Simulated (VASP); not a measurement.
A run of VASP 6.6.1 is set up as follows.

INCAR

```
SYSTEM = InP
PREC     = Accurate       ! precision mode
ENCUT    = 450            ! plane-wave cutoff, eV
EDIFF    = 1E-6           ! SCF threshold, eV
ISMEAR   = 0              ! smearing method
SIGMA    = 0.02           ! smearing width, eV
LREAL    = .FALSE.        ! projectors in reciprocal space
LASPH    = .TRUE.         ! aspherical terms in the spheres
NELM     = 60             ! most SCF steps
ALGO     = Fast           ! electronic algorithm
ISIF     = 2              ! what is computed and relaxed
LWAVE    = .FALSE.        ! write WAVECAR
LCHARG   = .FALSE.        ! write CHGCAR
GGA      = PE             ! functional
```

The input KPOINTS:

```
Automatic mesh
0
G
  4 4 4
  0 0 0
```

File POSCAR:

```
InP
1.0
    0.0000000000      2.7688340000      2.7688340000
    2.7688340000      0.0000000000      2.7688340000
    2.7688340000      2.7688340000      0.0000000000
In P
1 1
Direct
    0.0000000000      0.0000000000      0.0000000000
    0.5000000000      0.5000000000      0.5000000000
```

Potentials or basis: VASP PAW PBE potentials, release 64 (In_d_GW, P_GW).

The run is started by

```console
$ cat potpaw_PBE.64/In_d_GW/POTCAR potpaw_PBE.64/P_GW/POTCAR > POTCAR
$ mpirun -np 1 vasp_std > vasp.out
```

Question: What does it give for the pressure?

Answer: -0.2 GPa.

Question: Estimate the band gap on the k mesh.

Answer: None (metal or under the smearing width).

Caveat: the k mesh is coarse (spacing up to 0.49 Å⁻¹), so the values aren't converged.
